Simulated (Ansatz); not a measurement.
# SiC: the cost of one run

Computed with Ansatz 0.2.0 (DFT r2SCAN, scalar-relativistic, plane waves, PAW, unless a step's input says otherwise).

The COD entry's cell or inner coordinates are ideal or old and differ from later refinements, so a difference from it is no clean test against experiment.

3 further runs of the same task are left out: 1 for a known fault of the program, 2 set aside as unsound or not needed.

**1. The structure to begin with**

It takes space group F-43m (No. 216, cubic). Conventional cell: a = 4.356 Å, b = 4.356 Å, c = 4.356 Å, α = 90.00°, β = 90.00°, γ = 90.00°. Around Si (site symmetry -43m) lie 4 C at 1.89 Å. Around C (site symmetry -43m) lie 4 Si at 1.89 Å.

Structure file:

```cif
data_structure
_symmetry_space_group_name_H-M 'F-43m'
_symmetry_Int_Tables_number 216
_cell_length_a 4.3563
_cell_length_b 4.3563
_cell_length_c 4.3563
_cell_angle_alpha 90.000
_cell_angle_beta 90.000
_cell_angle_gamma 90.000
_cell_volume 82.67
loop_
_atom_site_label
_atom_site_type_symbol
_atom_site_symmetry_multiplicity
_atom_site_Wyckoff_symbol
_atom_site_fract_x
_atom_site_fract_y
_atom_site_fract_z
_atom_site_occupancy
Si1 Si 4 a 0.00000 0.00000 0.00000 1
C1 C 4 c 0.25000 0.25000 0.25000 1
```

This cell was relaxed beforehand with the same method: volume 10.33 Å³/atom, gap on the mesh 1.71 eV.

**2. The wider surface cell**

Planes are indexed in the bulk's conventional cell (F-43m (No. 216)), a = 4.356 Å, b = 4.356 Å, c = 4.356 Å, α = 90.00°, β = 90.00°, γ = 90.00°.

A (111) slab, 5.7 Å thick as cut, with 15 Å of vacuum, in a 2×2 surface cell; its outer planes are Si (top) and C (bottom).

The slab as cut. Layers, bottom to top:

```
plane  atoms per cell  height over the lowest (Å)
    1              C4                        0.00
    2             Si4                        0.63
    3              C4                        2.52
    4             Si4                        3.14
    5              C4                        5.03
    6             Si4                        5.66
```

**3. Symmetric start**

input.yaml reads:

```yaml
crystal:
  lattice:
    - [6.1607243521, 0.0, 0.0]
    - [-3.0803621761, 5.3353437946, 0.0]
    - [0.0, 0.0, 20.6589866657]
  atoms:
    - { symbol: C, position: [0.5, 0.0, 0.3630381355] }
    - { symbol: C, position: [0.5, 0.5, 0.3630381355] }
    - { symbol: C, position: [0.0, 0.0, 0.3630381355] }
    - { symbol: C, position: [0.0, 0.5, 0.3630381355] }
    - { symbol: Si, position: [0.1666666667, 0.8333333333, 0.3934741054] }
    - { symbol: Si, position: [0.1666666667, 0.3333333333, 0.3934741054] }
    - { symbol: Si, position: [0.6666666667, 0.8333333333, 0.3934741054] }
    - { symbol: Si, position: [0.6666666667, 0.3333333333, 0.3934741054] }
    - { symbol: C, position: [0.6666666667, 0.8333333333, 0.4847820151] }
    - { symbol: C, position: [0.6666666667, 0.3333333333, 0.4847820151] }
    - { symbol: C, position: [0.1666666667, 0.8333333333, 0.4847820151] }
    - { symbol: C, position: [0.1666666667, 0.3333333333, 0.4847820151] }
    - { symbol: Si, position: [0.3333333333, 0.6666666667, 0.5152179849] }
    - { symbol: Si, position: [0.3333333333, 0.1666666667, 0.5152179849] }
    - { symbol: Si, position: [0.8333333333, 0.6666666667, 0.5152179849] }
    - { symbol: Si, position: [0.8333333333, 0.1666666667, 0.5152179849] }
    - { symbol: C, position: [0.8333333333, 0.6666666667, 0.6065258946] }
    - { symbol: C, position: [0.8333333333, 0.1666666667, 0.6065258946] }
    - { symbol: C, position: [0.3333333333, 0.6666666667, 0.6065258946] }
    - { symbol: C, position: [0.3333333333, 0.1666666667, 0.6065258946] }
    - { symbol: Si, position: [0.5, 0.5, 0.6369618645] }
    - { symbol: Si, position: [0.5, 0.0, 0.6369618645] }
    - { symbol: Si, position: [0.0, 0.5, 0.6369618645] }
    - { symbol: Si, position: [0.0, 0.0, 0.6369618645] }
basis:
  ecutwfc: 500
kpoints:
  mp_grid: { grid: [5, 5, 1] }
hamiltonian:
  xc: r2scan
scf:
  occupations: { method: gaussian, width: 0.05 }
output:
  forces: true
  eigenvalues: true
  write_density: true
  write_potential: true
  elf: true
  volumetric_format: npy
relax:
  adjacent_minimum: "off"
  f_tol: 0.02
  max_steps: 90
  constraints: [{ sites: [0, 1, 2, 3, 4, 5, 6, 7] }]
efield:
  axis: 3
  dipole_correction: true
  ramp_width: 0.04
```

Launch:

```console
$ ansatz run input.yaml --threads 4 --pin off --max-ram 10240MiB --backend cpu --events-out ev --progress --plain --runs-dir out
```

**Question.** How long does this run take on 4 threads of Arm Neoverse V2, shared host, and how much memory does it need?

About 95 s, with a peak of 2.5 GiB.
